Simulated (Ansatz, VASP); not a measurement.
# Pt in VASP and in Ansatz

```
Pt
1.0
     2.89870    0.00000    0.00000
    -1.44935    2.51035    0.00000
     0.00000    0.00000    4.79213
Pt
2
Direct
  0.66667 0.33333 0.75000
  0.33333 0.66667 0.25000
```

Change from the starting cell: strain +0.0500 x Voigt [1, 1, 0, 0, 0, 0], atoms carried along.

Alike in both runs: task single point; functional PBEsol; k mesh 18 × 18 × 10; occupations gaussian, width 0.15 eV; no spin polarisation.

|  | VASP | Ansatz |
| --- | --- | --- |
| version | VASP 6.6.1 | Ansatz 0.2.0 |
| potentials or method | VASP PAW PBE potentials, release 64 (Pt) | scalar-relativistic, plane waves, PAW |
| plane-wave cutoff (eV) | 520 | 420 |
| valence electrons in the cell | 20 | 36 |

VASP gave:

| Quantity | Value |
| --- | --- |
| gap on the k mesh at the Fermi level (eV) | none |
| pressure (GPa) | -27.5 |
| largest component of the traceless stress (GPa) | 3.44 |

Task: Which values does Ansatz return?

Result: gap on the k mesh at the Fermi level (eV): none; pressure (GPa): -27.2; largest component of the traceless stress (GPa): 3.53.

A gap of «none» marks a metal or a gap that the smearing closes. With one functional, cell and mesh, what is left measures potentials, basis and numerics. The two sets of potentials don't hold the same shells in valence.

Caveats: so large a pressure means that the cell lies far from this level's equilibrium, or that cutoff or potentials fall short (VASP); the potentials were made for another functional, which shifts forces and pressure (VASP). The runs have no spin-orbit coupling, so splittings on Pt are missing.
